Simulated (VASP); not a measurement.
Runs of VASP 6.6.1 on MgS. The structure is cubic, space group F-43m (No. 216). The conventional cell has a = 5.666 Å, b = 5.666 Å, c = 5.666 Å, α = 90.00°, β = 90.00°, γ = 90.00°. S (site symmetry -43m) has 4 Mg at 2.45 Å as nearest neighbours. Mg (site symmetry -43m) is surrounded by 4 S at 2.45 Å. The cell comes from a database or a generator and needn't be the stable form of this composition.

```csv
task,level,potentials or basis,cell,cutoff (eV),smearing,other keys,gap on the mesh (eV),pressure (GPa)
single point,LDA,"VASP PAW LDA potentials, release 64 (S, Mg)",as given,500,gaussian 0.05 eV,-,(a),-2.5
density of states,optPBE-vdW,"VASP PAW PBE potentials, release 64 (S, Mg)",as given,520,fermi-dirac 0.02 eV,-,(b),0.8
optical spectrum,BLYP+D4,"VASP PAW PBE potentials, release 54 (S, Mg)",as given,520,gaussian 0.1 eV,PREC = Normal; ISYM = 1,3.59,-1.4
single point,PW91,"VASP PAW PBE potentials, release 64 (S_GW, Mg_sv_GW)",volume scaled by 0.88,600,tetrahedron,-,3.75,10.3
```

Alike in all rows: no spin polarisation; k mesh 8 × 8 × 8.

**Question.** Estimate the missing entries.

**Answer.** (a) 3.18; (b) 3.55.

Caveats: the PAW data sets were made with another functional, which shifts forces and pressure a little (some runs); spectra need much finer meshes, so this one isn't converged (some runs); these spectra lack excitons (some runs).

A k mesh can miss the band edges.

The runs don't all hold the same shells in valence.

Runs at the PBE level aren't shown here.
